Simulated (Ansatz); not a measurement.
## CuCl: excitons and shallow donors from band masses and screening

Method: Ansatz, DFT PBE, scalar-relativistic, plane waves, PAW.

Settings: cutoff 420 eV, Γ-centred mesh 12×12×12 on the computed 2-atom cell, Gaussian smearing of 0.02 eV; no spin polarisation.

Relaxed cell: F-43m, a = 5.424 Å, b = 5.424 Å, c = 5.424 Å, α = 90.00°, β = 90.00°, γ = 90.00°, 2 atoms in the primitive cell.

The calculation gives a Kohn–Sham gap of 0.53 eV, an electron mass of 0.219 mₑ and a hole mass of 0.791 mₑ (harmonic means over x, y, z and over the bands degenerate at each edge), and ε∞ = 5.57 (independent particles, mean of the diagonal). The masses depend on direction at the band edges, which the isotropic model averages.

**Question.** Estimate the binding energy and radius of a Wannier–Mott exciton and of a shallow donor, and say whether the hydrogenic model can hold.

**Answer.** The reduced mass is μ = mₙmₕ/(mₙ + mₕ) = 0.172 mₑ, with mₙ and mₕ the band masses. With E_b = 13.606 eV × μ/ε² and a = 0.529 Å × ε/μ (μ in mₑ) the exciton has E_b = 75 meV and a = 17.1 Å. For a donor μ is the electron mass: 96 meV and 13.4 Å. The exciton's radius is 4 times the shortest lattice vector (3.84 Å), so the continuum picture is reasonable. In a polar crystal the ions screen too, so a state bound more weakly than an optical phonon feels the larger static constant, which lowers the energy and widens the orbit. The other way, the small Kohn–Sham gap and the missing local fields make ε∞ too large and the masses tend to be too light, which underbinds.

Cost: 4 runs of about 4.4 core-minutes in all, on Arm Neoverse V1 (shared hosts).